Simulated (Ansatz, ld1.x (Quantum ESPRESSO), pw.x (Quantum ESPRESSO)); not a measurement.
## pw.x on bcc P: one setting changed

Potential: norm-conserving Troullier–Martins (Kleinman–Bylander form), ld1.x (Quantum ESPRESSO) 7.5, PBE; core [Ne], reference 3s2 3p3; waves: 3s (bound): rc 1.70 bohr; 3p (bound): rc 1.36 bohr; 3d channel at 0.05 Ry: rc 1.45 bohr; local part: all-electron potential smoothed inside 1.15 bohr (lloc = -1); core correction: a·sin(br)/r model core inside 1.20 bohr.

The reference run (k-mesh 15³, cutoffs 85/340 Ry, Fermi–Dirac 0.01 Ry, mixing_beta 0.4, conv_thr 1e-9, no spin) gives -1.56 GPa at 14.308 Å³/atom, where all-electron LAPW gives -0.58 GPa. This run, with its own iteration cap, changes k-mesh points per axis to 4.

```
&control
  calculation='scf', prefix='x', pseudo_dir='./', outdir='./tmp', tstress=.true., disk_io='none'
/
&system
  ibrav=0, nat=1, ntyp=1, ecutwfc=85, ecutrho=340, nbnd=9,
  occupations='smearing', smearing='fd', degauss=0.01
/
&electrons
  conv_thr=1e-09, mixing_beta=0.4, electron_maxstep=70
/
ATOMIC_SPECIES
P 1.0 P.UPF
CELL_PARAMETERS angstrom
  -1.52934798 1.52934798 1.52934798
  1.52934798 -1.52934798 1.52934798
  1.52934798 1.52934798 -1.52934798
ATOMIC_POSITIONS crystal
P 0.0000 0.0000 0.0000
K_POINTS automatic
4 4 4 0 0 0
```

```bash
pw.x < P.scf.in > P.scf.out
```

Problem. How does the run end?

Solution. It converges in 6 iterations; the free energy moves by -33.3 meV/atom and the pressure by -4.91 GPa.

```
Message from routine setup:
     using ibrav=0 with symmetry is DISCOURAGED, use correct ibrav instead
     lattice parameter (alat)  =       5.0057  a.u.
     unit-cell volume          =      96.5552 (a.u.)^3
     number of electrons       =         5.00
     number of Kohn-Sham states=            9
     kinetic-energy cutoff     =      85.0000  Ry
     charge density cutoff     =     340.0000  Ry
     scf convergence threshold =      1.0E-09
     Exchange-correlation= PBE
     number of k points=     8  Fermi-Dirac smearing, width (Ry)=  0.0100
     iteration #  1     ecut=    85.00 Ry     beta= 0.40
     total energy              =     -13.84521260 Ry
     estimated scf accuracy    <       0.00297139 Ry
     iteration #  2     ecut=    85.00 Ry     beta= 0.40
     total energy              =     -13.84514456 Ry
     estimated scf accuracy    <       0.00086829 Ry
     iteration #  3     ecut=    85.00 Ry     beta= 0.40
     total energy              =     -13.84521304 Ry
     estimated scf accuracy    <       0.00001593 Ry
     iteration #  4     ecut=    85.00 Ry     beta= 0.40
     total energy              =     -13.84521900 Ry
     estimated scf accuracy    <       0.00000012 Ry
     iteration #  5     ecut=    85.00 Ry     beta= 0.40
     total energy              =     -13.84521907 Ry
     estimated scf accuracy    <       0.00000004 Ry
     iteration #  6     ecut=    85.00 Ry     beta= 0.40
     the Fermi energy is    11.2499 ev
!    total energy              =     -13.84521907 Ry
     estimated scf accuracy    <          3.3E-10 Ry
     smearing contrib. (-TS)   =      -0.00227697 Ry
     The total energy is F=E-TS. E is the sum of the following terms:
     one-electron contribution =       5.89253314 Ry
     hartree contribution      =       0.20813254 Ry
     xc contribution           =      -4.20324463 Ry
     ewald contribution        =     -15.74036315 Ry
     convergence has been achieved in   6 iterations
          total   stress  (Ry/bohr**3)                   (kbar)     P=      -64.72
     Message from routine punch:
     Nothing written, as per user request (disk_io='none')
```

The run took about 1 s on one core of a shared host (Neoverse-V2, 96 threads, 742 GiB, load 56).
